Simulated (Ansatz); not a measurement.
BaTiO$_{3}$: reading a single point

```xyz
5
Lattice="3.9930 0.0000 0.0000 0.0109 3.9930 0.0000 0.0109 0.0109 3.9930" Properties=species:S:1:pos:R:3 pbc="T T T"
Ba    0.0000    0.0000    0.0000
Ti    1.9460    1.9407    1.9354
O     2.0374    2.0318    0.0731
O     0.0842    2.0372    2.0316
O     2.0374    0.0786    2.0316
```

The numbers come from plane-wave PAW DFT (Ansatz): r2SCAN, no spin polarisation, 500 eV, 7×7×7 Γ-centred k points, gaussian occupations (width 0.0568 eV). Nothing was relaxed.

**Question.** Metal or insulator? Give the gap.

**Answer.** The gap is 2.84 eV, indirect (the least direct gap found is 3.21 eV).

**Question.** How is the charge shared?

**Answer.** Bader charges in e: Ba +1.57, Ti +2.29, O -1.29. In the mean Ti gives up most and O takes most.

**Question.** Is it stable against the elements?

**Answer.** -3.41 eV an atom against the elements' usual phases (free molecules for gases, crystals otherwise, with no correction for O₂ or N₂), so it is bound against them; other compounds may still compete. Relaxing would lower it.

**Question.** What do density and ELF say about some of the short contacts?

**Answer.** Ti–O at 1.87 Å: least valence density 0.89 e/Å³ and ELF 0.24 there. Ba–O at 2.78 Å: least valence density 0.19 e/Å³ and ELF 0.08 there, a closed-shell (ionic or weak) contact. These are pseudo-fields; inside the PAW spheres they differ from the all-electron ones.

**Question.** Where is the largest force?

**Answer.** The largest is on Ti2: 0.20 eV/Å, components (0.11, 0.11, 0.11). It makes 121° with the line to a nearest neighbour, O3 at 1.87 Å.

**Question.** Which orbitals make up the band edges?

**Answer.** Within 0.7 eV of the edges, the states project mainly on O p (94 %) below the gap and on Ti d (85 %) above it.

**Question.** What does the stress say?

**Answer.** The pressure is 3.6 GPa (compression positive), so with the atoms held at these fractions the cell would first expand.

Origin: a database entry at a rescaled volume.
